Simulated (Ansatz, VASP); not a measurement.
# Fe in VASP and in Ansatz

```
CELL_PARAMETERS angstrom
2.50974 0.00000 0.00000
-1.25487 2.17350 0.00000
0.00000 0.00000 3.95805
ATOMIC_POSITIONS crystal
Fe 0.33333 0.66667 0.25000
Fe 0.66667 0.33333 0.75000
```

Alike in both runs: functional PBEsol; k mesh 18 × 18 × 12; occupations gaussian, width 0.1 eV; no spin polarisation.

Ansatz relaxed the structure, and its values are those at the end. VASP's run is a single point on that final structure, the one shown.

```csv
,VASP,Ansatz
version,VASP 6.6.1,Ansatz 0.2.0
potentials or method,"VASP PAW PBE potentials, release 64 (Fe)","scalar-relativistic, plane waves, PAW"
plane-wave cutoff (eV),520,420
valence electrons in the cell,16,32
```

VASP gave:

| Quantity | Value |
| --- | --- |
| gap on the k mesh at the Fermi level (eV) | none |
| pressure (GPa) | -24.9 |

What did Ansatz give for the same quantities?

gap on the k mesh at the Fermi level (eV): none; pressure (GPa): -24.8.

A gap of «none» marks a metal or a gap that the smearing closes. The two sets of potentials don't hold the same shells in valence.

Caveats: so large a pressure means that the cell lies far from this level's equilibrium, or that cutoff or potentials fall short (VASP); the potentials were made for another functional, which shifts forces and pressure (VASP); the run has no spin polarisation, though such a crystal can be magnetic. Spin polarisation is off, so any magnetic state and its effect on volume and gap are missing.
